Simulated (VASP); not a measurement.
CdS:

```
Cd S
1.0
     4.15000    0.00000    0.00000
    -2.07500    3.59401    0.00000
     0.00000    0.00000    6.73700
Cd S
2 2
Direct
  0.33333 0.66667 0.00000
  0.66667 0.33333 0.50000
  0.33333 0.66667 0.37500
  0.66667 0.33333 0.87500
```

| Item | Value |
| --- | --- |
| Program | VASP 6.6.1 |
| Task | relaxation of cell and atoms |
| Functional | PBE |
| Potentials or basis | VASP PAW PBE potentials, release 64 (Cd, S) |
| Cutoff | 520 eV |
| k mesh | 7 × 7 × 4 |
| Occupations | gaussian, width 0.1 eV |
| Spin | no spin polarisation |

At the start: pressure 2.4 GPa; volume 25.12 Å³/atom.

How do energy, volume and symmetry change on relaxing?

Over 5 steps the energy falls by 7.9 meV/atom and the volume is 26.15 Å³/atom (+4.1 %); space group P6_3mc (No. 186, to 0.05 Å).

Step by step:
```csv
step,energy change (eV),largest force (eV/Å),pressure (GPa),volume (Å³)
1,0.0000,0.0693,2.41,100.48
2,-0.0286,0.0024,-0.69,106.09
3,-0.0316,0.0150,-0.01,104.71
4,-0.0316,0.0160,0.00,104.63
5,-0.0316,0.0077,0.05,104.61
```

Final structure:
```
Cd S
1.0
     4.20054    0.00000    0.00000
    -2.10027    3.63778    0.00000
     0.00000    0.00000    6.84606
Cd S
2 2
Cartesian
  0.0000 2.4252 6.8428
  2.1003 1.2126 3.4198
  0.0000 2.4252 2.5705
  2.1003 1.2126 5.9936
```
